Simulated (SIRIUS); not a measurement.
A run of SIRIUS 7.12.0 is set up as follows.

File sirius.json:

```json
{
  "control": {
    "processing_unit": "cpu",
    "verbosity": 2,
    "num_bands_to_print": 44,
    "print_forces": true,
    "print_stress": true
  },
  "parameters": {
    "electronic_structure_method": "pseudopotential",
    "xc_functionals": ["XC_GGA_X_PBE", "XC_GGA_C_PBE"],
    "gk_cutoff": 9.2,
    "pw_cutoff": 18.4,
    "ngridk": [6, 6, 6],
    "shiftk": [0, 0, 0],
    "smearing": "fermi_dirac",
    "smearing_width": 0.0018374661,
    "num_bands": 44,
    "num_mag_dims": 0,
    "num_dft_iter": 100,
    "energy_tol": 1e-08,
    "density_tol": 1e-06
  },
  "iterative_solver": {
    "type": "davidson",
    "min_tolerance": 1e-10
  },
  "mixer": {
    "type": "anderson",
    "beta": 0.7,
    "max_history": 8
  },
  "settings": {
    "tol_ne": 1e-10,
    "pseudo_grid_cutoff": 6.5
  },
  "unit_cell": {
    "lattice_vectors": [
      [-4.957387442145, 9.026755889296, 8.393548764922],
      [4.957387442145, -9.026755889296, 8.393548764922],
      [4.957387442145, 9.026755889296, -8.393548764922]
    ],
    "atom_coordinate_units": "lattice",
    "atom_types": ["Si", "O"],
    "atom_files": {
      "Si": "Si.json",
      "O": "O.json"
    },
    "atoms": {
      "Si": [
        [0.26034098, 0.84494489, 0.41539609],
        [0.0704512, 0.15505511, 0.91539609],
        [0.73965902, 0.15505511, 0.58460391],
        [0.9295488, 0.84494489, 0.08460391]
      ],
      "O": [
        [0.5, 0.0, 0.5],
        [0.0, 0.0, 0.0],
        [0.79317541, 0.0, 0.29317541],
        [0.20682459, 0.5, 0.20682459],
        [0.20682459, 0.0, 0.70682459],
        [0.79317541, 0.5, 0.79317541],
        [0.86931113, 0.11931113, 0.75],
        [0.13068887, 0.88068887, 0.25]
      ]
    }
  }
}
```

Potentials or basis: PseudoDojo 0.4.1 PBE standard (scalar relativistic).

The run is started by

```bash
$ upf_to_json Si.upf
$ upf_to_json O.upf
$ OMP_NUM_THREADS=4 sirius.scf --input=sirius.json --output=out.json --task=0
```

Q: Predict the pressure.

A: 3.1 GPa.

Q: Estimate the band gap on the k mesh.

A: 5.53 eV.

Q: What does it give for the largest force?

A: 0.263 eV/Å.

Forces in eV/Å, atoms in the order of the input:
```
Si   0.000 -0.068 -0.037
Si   0.000 -0.068  0.037
Si   0.000  0.068  0.037
Si   0.000  0.068 -0.037
O    0.000  0.000  0.000
O    0.000  0.000  0.000
O    0.000 -0.263  0.000
O    0.000  0.263  0.000
O    0.000  0.263  0.000
O    0.000 -0.263  0.000
O    0.000  0.000 -0.219
O    0.000  0.000  0.219
```

A k mesh can miss the band edges. As with any semilocal functional, this PBE gap is likely too small.
